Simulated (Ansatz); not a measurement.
BN, space group Pnma, band-curvature effective masses by finite differences

Computed with Ansatz's Python interface.

Typed at the interpreter:
```pycon
>>> import ansatz as az
>>> from ase import Atoms
>>> import numpy as np
>>> atoms = Atoms(
...     ['B', 'B', 'B', 'B', 'N', 'N', 'N', 'N'],
...     scaled_positions=[
...         [0.65959, 0.75, 0.0929],
...         [0.84041, 0.25, 0.5929],
...         [0.15959, 0.75, 0.4071],
...         [0.34041, 0.25, 0.9071],
...         [0.82113, 0.75, 0.39351],
...         [0.17887, 0.25, 0.60649],
...         [0.67887, 0.25, 0.89351],
...         [0.32113, 0.75, 0.10649],
...     ],
...     cell=[
...         [4.88009, 0.0, 0.0],
...         [0.0, 2.59146, 0.0],
...         [0.0, 0.0, 4.29205],
...     ],
...     pbc=True,
... )
>>> crystal = az.Crystal.from_ase(atoms)
>>> crystal.resolved().tree()['lattice']
((4.88009, 0.0, 0.0), (0.0, 2.59146, 0.0), (0.0, 0.0, 4.29205))
>>> calc = (
...     crystal.calculation()
...     .functional('pbesol')
...     .kpoints(4, 8, 6)
...     .pseudopotentials('paw')
...     .occupations('fixed')
... )
>>> # step 1: where the edges lie on the mesh
>>> res = calc.band_table().run()
DeckWarning: basis.ecutwfc = 420 eV, auto-derived from the records' recommended cutoffs: set by B (normal level)
>>> report = res.report
>>> report['kpoints_frac'][:4]
[[0.0, 0.0, 0.0], [0.0, 0.0, 0.16666666666666666], [0.0, 0.0, 0.3333333333333333], [0.0, 0.0, -0.5]]
>>> levels = np.array(report['eigenvalues_ev'])
>>> filled = round(report['n_electrons'] / 2)
>>> edges = {'top filled band': (filled - 1, levels[:, filled - 1].argmax()), 'lowest empty band': (filled, levels[:, filled].argmin())}
>>> gap = levels[:, filled].min() - levels[:, filled - 1].max()
>>> print(f'gap on the mesh {gap:.3f} eV')
gap on the mesh 5.633 eV
>>> if gap <= 0.05:
...     print('no gap: band-edge masses have no meaning here')
...     edges = {}
...
>>> reciprocal = 2 * np.pi * np.linalg.inv(res.lattice.cell_ang).T
>>> step = 0.006  # 1/A
>>> # second differences give the curvature tensor; masses are hbar^2/m_e = 7.61996 eV A^2 over its eigenvalues
>>> # a slope that is not zero means that the extremum lies off this mesh point
>>> pairs = [(0, 1), (0, 2), (1, 2)]
>>> moves = [sign * axis for axis in np.eye(3) for sign in (-1, 1)]
>>> moves += [s1 * np.eye(3)[i] + s2 * np.eye(3)[j] for i, j in pairs for s1 in (1, -1) for s2 in (1, -1)]
>>> for name, (band, index) in edges.items():
...     together = int(np.sum(np.abs(levels[index] - levels[index, band]) < 2e-3))
...     print(name, 'at k =', np.round(report['kpoints_frac'][index], 4), f'E = {levels[index, band]:.4f} eV, degeneracy {together}')
...     centre = np.array(report['kpoints_frac'][index]) @ reciprocal
...     points = [centre] + [centre + step * move for move in moves]
...     table = calc.band_structure(points, intervals=1, cartesian=True).run().band_structure().channels[0].eigenvalues_ev
...     if together > 1:
...         level = np.flatnonzero(np.abs(levels[index] - levels[index, band]) < 2e-3)
...         along = (table[1, level] + table[2, level] - 2 * table[0, level]) / step ** 2
...         print('  degenerate level, no single mass tensor; masses of its branches along x:', np.round(7.61996 / along, 3), 'm_e')
...         continue
...     e = table[:, band]
...     hessian = np.diag((e[1:7:2] + e[2:7:2] - 2 * e[0]) / step ** 2)
...     for (i, j), (pp, pm, mp, mm) in zip(pairs, e[7:].reshape(3, 4)):
...         hessian[i, j] = hessian[j, i] = (pp - pm - mp + mm) / (4 * step ** 2)
...     curvatures, axes = np.linalg.eigh(hessian)
...     slope = (e[2:7:2] - e[1:7:2]) / (2 * step)
...     print('  slope (eV A):', np.round(slope, 3) + 0.0, '' if np.abs(slope).max() < 0.05 else '- no extremum here, so these are local curvatures and no band-edge masses')
...     for curvature, axis in zip(curvatures, axes.T):
...         print(f'  principal mass {7.61996 / curvature:8.3f} m_e along', np.round(axis, 2) + 0.0)
...
top filled band at k = [0. 0. 0.] E = 8.8449 eV, degeneracy 1
  slope (eV A): [0. 0. 0.]
  principal mass   -0.403 m_e along [0. 1. 0.]
  principal mass   -1.056 m_e along [ 0.  0. -1.]
  principal mass   -2.067 m_e along [1. 0. 0.]
lowest empty band at k = [0.25   0.     0.3333] E = 14.4776 eV, degeneracy 1
  slope (eV A): [-1.343  0.    -0.075] - no extremum here, so these are local curvatures and no band-edge masses
  principal mass    1.335 m_e along [ 0.77  0.   -0.63]
  principal mass    0.894 m_e along [-0.63  0.   -0.77]
  principal mass    0.493 m_e along [0. 1. 0.]
```

Semilocal gaps usually lie well under measured ones. This cell is a computed structure, which may not be the phase found in nature. Gaps and levels are Kohn-Sham values on a finite set of k-points. Warnings are shown shortened and without file and line. The masses are finite-difference curvatures at extrema found on a coarse mesh, which needn't be the true band edges; a step that is long against the gap makes them too heavy. Negative values are curvatures of valence bands (the hole mass is their size). Spin-orbit coupling is left out, and light masses scale with the Kohn-Sham gap. Hardware and time: 14 s on 1 thread of Intel(R) Xeon(R) Processor @ 2.30GHz, with other jobs on the host, peak memory 0.54 GiB.
